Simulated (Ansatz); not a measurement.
Input and command of a plane-wave DFT calculation in Ansatz:

```yaml
crystal:
  lattice:
    - [0.0, 0.0, -4.9415224119]
    - [5.2169828544, 1.0e-10, 0.0]
    - [-2.6084914272, -4.5180396831, 0.0]
  atoms:
    - { symbol: Si, position: [0.6214200706, -0.0575045018, 0.5] }
    - { symbol: Si, position: [0.0, 0.0, 0.5] }
    - { symbol: Si, position: [0.5, 0.5, 0.5] }
    - { symbol: Si, position: [0.0, 0.5, 0.5] }
    - { symbol: Si, position: [0.5, 0.0, 0.0] }
    - { symbol: Si, position: [0.0, 0.0, 0.0] }
    - { symbol: Si, position: [0.5, 0.5, 0.0] }
    - { symbol: Si, position: [0.0, 0.5, 0.0] }
basis:
  ecutwfc: 420
kpoints:
  mp_grid: { grid: [12, 12, 12] }
hamiltonian:
  xc: lda
scf:
  occupations: { method: gaussian, width: 0.15 }
output:
  forces: true
  stress: true
  eigenvalues: true
```

```bash
ansatz run input.yaml --threads 2 --pin off --max-ram 5120MiB --backend cpu --events-out ev --progress --plain --runs-dir out
```

Processor: AMD EPYC 9R45 96-Core Processor (Zen 5), 2 threads, on a host shared with other jobs.

How long does it run, and how much memory does it take?

About 13 s on 2 threads of AMD EPYC 9R45 96-Core Processor (Zen 5), on a shared host, peak memory 1.3 GiB. It solves 24 bands at 476 k points (the mesh reduced by symmetry) with about 2279 plane waves, in 6 SCF iterations.
